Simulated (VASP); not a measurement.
Here is a VASP 6.6.1 calculation.

INCAR

```
ALGO = Fast
EDIFF = 1E-6
ENCUT = 700
GGA = PS
ISIF = 2
ISMEAR = 0
LASPH = T
LCHARG = F
LREAL = F
LWAVE = F
NELM = 100
PREC = Accurate
SIGMA = 0.1
```

Contents of KPOINTS:

```
k-points
0
Gamma
  21 21 12
```

Contents of POSCAR:

```
Be
1.0
    2.2568100000      0.0000000000      0.0000000000
   -1.1284000000      1.9544500000      0.0000000000
    0.0000000000      0.0000000000      3.5611600000
Be
2
Direct
    0.3333300000      0.6666700000      0.2500000000
    0.6666700000      0.3333300000      0.7500000000
```

Potentials or basis: VASP PAW PBE potentials, release 64 (Be).

The run is started by

```bash
$ cat potpaw_PBE.64/Be/POTCAR > POTCAR
$ mpirun -np 1 vasp_std > vasp.out
```

(1) Estimate the pressure.

(2) What does it give for the band gap on the k mesh?

Results:

(1) 0.0 GPa.

(2) none (metal or under the smearing width).

Caveat: the PAW data sets were made with another functional, which shifts forces and pressure a little.
